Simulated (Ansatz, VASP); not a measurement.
## KI in VASP and in Ansatz

```xyz
2
Lattice="0.0000 3.5246 3.4541 3.5246 0.0000 3.4541 3.5246 3.5246 0.0000" Properties=species:S:1:pos:R:3 pbc="T T T"
K     0.0000    0.0000    0.0000
I     3.5246    3.5246    3.4541
```

Change from the starting cell: zz strain of -2 %.

Alike in both runs: task single point; functional PBEsol; k mesh 8 × 8 × 8; occupations fermi-dirac, width 0.01 eV; no spin polarisation.

```csv
,VASP,Ansatz
version,VASP 6.6.1,Ansatz 0.2.0
potentials or method,"VASP PAW PBE potentials, release 64 (K_sv, I), cutoff 520 eV","all-electron LAPW, scalar-relativistic"
```

VASP gave:

| Quantity | Value |
| --- | --- |
| gap on the k mesh at the Fermi level (eV) | 3.87 |
| pressure (GPa) | 0.1 |
| largest component of the traceless stress (GPa) | 0.38 |

Problem. What did Ansatz give for the same quantities?

Solution. gap on the k mesh at the Fermi level (eV): 3.87; pressure (GPa): 0.0; largest component of the traceless stress (GPa): 0.37.

Ansatz ran all-electron here, so the differences hold the error of VASP's frozen core and of both bases.

Caveats: the PAW data sets were made with another functional, which shifts forces and pressure a little (VASP); spin-orbit coupling is left out, which moves the levels of the heavy elements. A k mesh can miss the band edges.
